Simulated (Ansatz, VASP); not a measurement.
# ZrC in VASP and in Ansatz

```
CELL_PARAMETERS angstrom
3.27020 0.00000 0.00000
-1.63510 2.83207 0.00000
0.00000 0.00000 5.62883
ATOMIC_POSITIONS crystal
Zr 0.33333 0.66667 0.25000
Zr 0.66667 0.33333 0.75000
C 0.00000 0.00000 0.00000
C 0.00000 0.00000 0.50000
```

Alike in both runs: task single point; functional PBE; k mesh 18 × 18 × 10; occupations gaussian, width 0.15 eV; no spin polarisation.

```csv
,VASP,Ansatz
version,VASP 6.6.1,Ansatz 0.2.0
potentials or method,"VASP PAW PBE potentials, release 64 (Zr_sv, C)","scalar-relativistic, plane waves, PAW"
plane-wave cutoff (eV),520,420
valence electrons in the cell,32,32
```

```csv
,VASP,Ansatz,Ansatz less VASP
gap on the k mesh at the Fermi level (eV),none,none,-
pressure (GPa),0.5,0.2,-0.23
largest component of the traceless stress (GPa),11.93,11.94,+0.010
```

A gap of «none» marks a metal or a gap that the smearing closes.
